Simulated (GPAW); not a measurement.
Crystal: Mn3Si.

```
Mn Si
1.0
     0.00000    2.86100    2.86100
     2.86100    0.00000    2.86100
     2.86100    2.86100    0.00000
Mn Si
3 1
Direct
  0.75000 0.75000 0.75000
  0.25000 0.25000 0.25000
  0.50000 0.50000 0.50000
  0.00000 0.00000 0.00000
```

* Program: GPAW 26.7.0
* Task: relaxation of cell and atoms
* Functional: PBEsol
* Dispersion: D3(BJ)
* Potentials or basis: PAW data sets generated in the run's folder for this functional
* Cutoff: 600 eV
* Basis: pw
* k mesh: 6 × 6 × 6
* Occupations: fermi-dirac, width 0.05 eV
* Spin: collinear spin, ferromagnetic start
* Starting moments: [4.0, 4.0, 4.0, 0.0] μB

At the start: pressure -19.4 GPa; volume 11.71 Å³/atom.

**Question.** How do energy, volume and symmetry change on relaxing?

**Answer.** Over 5 steps the energy falls by 72.2 meV/atom and the volume is 10.61 Å³/atom (-9.4 %); space group Fm-3m (No. 225, to 0.05 Å); moment 1.09 μB per cell.

The path:
```
step  energy change (eV)  largest force (eV/Å)  pressure (GPa)  volume (Å³)
   1              0.0000                0.0000          -19.42        46.84
   2             -0.0798                0.0000          -17.00        46.13
   3             -0.2836                0.0000            2.95        41.95
   4             -0.2889                0.0000           -0.30        42.50
   5             -0.2888                0.0000           -0.01        42.44
```

Final structure:
```
Mn Si
1.0
     0.00000    2.76862    2.76862
     2.76862    0.00000    2.76862
     2.76862    2.76862    0.00000
Mn Si
3 1
Direct
  0.75000 0.75000 0.75000
  0.25000 0.25000 0.25000
  0.50000 0.50000 0.50000
  0.00000 0.00000 0.00000
```

Caveat: each step starts from the last one's moments, so a moment once lost doesn't come back; later steps reuse the first step's grids; pairwise dispersion overbinds metals, which lowers pressure and volume.
